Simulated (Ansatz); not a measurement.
## GaP2: balancing the decomposition

Level of theory: DFT PBE, scalar-relativistic, plane waves, PAW in Ansatz. Settings: cutoff 420 eV, Γ-centred meshes spaced at most about 0.3 Å⁻¹, and about 0.25 Å⁻¹ or finer for metals (2π included), Gaussian smearing. No spin polarisation.

Energies over the elements count from the elements' standard structures at the same level, with no fitted energy shifts. The references include black phosphorus.

Temperature and zero-point effects are left out. In GaP2 P4/mmm an odd number of electrons in the primitive cell allows no gap without spin; a larger cell or a magnetic state could open one. The reference form of P is held partly by dispersion forces, which this level lacks.

A trial structure of GaP2 (reached from: random cell; relaxed: space group P4/mmm (No. 123), a = 2.556 Å, c = 7.762 Å) has a formation energy of 0.150 eV/atom. It holds P–P pairs (shortest 2.28 Å). At its composition the lowest mixture among the elements and 1 reference phase computed alike (others may be missing) consists of these:

```csv
phase,source,ΔE_f (eV/atom)
P (solid),element,-0.001
GaP (F-43m),Materials Project,-0.432
```

The lowest database cell of P (-0.001) lies slightly below the reference, hence the non-zero entry.

Question: Write the balanced decomposition and find its energy per atom, per formula unit and per mole of formula units.

Answer: Balancing Ga and P gives GaP2 → P + GaP. The left side holds 3 atoms, and the products take 1/3 (P) and 2/3 (GaP) of them. The mixture therefore lies at 1/3 × (-0.001) + 2/3 × (-0.432) = -0.288 eV/atom. The reaction energy is -0.288 − (0.150) = -0.438 eV/atom. Times 3 atoms that is -1.314 eV per GaP2, and times 96.485 it is -127 kJ per mole of GaP2. Decomposition is downhill, so the trial structure is unstable against this mixture.
